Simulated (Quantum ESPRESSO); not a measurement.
## GaSb under changes of volume

One of the cells (28.625 Å³/atom); the others are scaled copies at fixed shape and fractional positions:

```
Sb Ga
1.0
     0.00000    3.05900    3.05900
     3.05900    0.00000    3.05900
     3.05900    3.05900    0.00000
Sb Ga
1 1
Cartesian
  4.5885 4.5885 4.5885
  0.0000 0.0000 0.0000
```

| Item | Value |
| --- | --- |
| Program | Quantum ESPRESSO 7.5 |
| Functional | rev-vdW-DF2 |
| Potentials or basis | PseudoDojo 0.4.1 SR PBE standard |
| Cutoff | 1088 eV |
| Density cutoff | 4354 eV |
| k mesh | 8 × 8 × 8 |
| Occupations | fermi-dirac, width 0.05 eV |
| Spin | no spin polarisation |

```tsv
volume (Å³/atom)	energy over the lowest point (meV/atom)	pressure (GPa)
26.907	34.32	4.8
27.480	19.32	3.5
28.052	8.91	2.3
28.625	2.58	1.2
29.197	0.00	0.2
29.770	0.79	-0.7
30.342	?	?
```

Q: What does the run at 30.342 Å³/atom give?

A: Energy over the lowest point 4.56 meV/atom; pressure -1.5 GPa.

Worked out: A Birch-Murnaghan fit of order 3 (a polynomial in V^(-2/3)) to the other rows has its minimum at 29.34 Å³/atom with B0 = V·E''(V) = 47 GPa and B' = 4.1. It gives 4.64 meV/atom at 30.342 Å³/atom, against the run's 4.56, and -dE/dV = -1.5 GPa, against -1.5.

Energies are extrapolated to zero smearing.

Caveats: the potentials were made for another functional, which shifts forces and pressure.
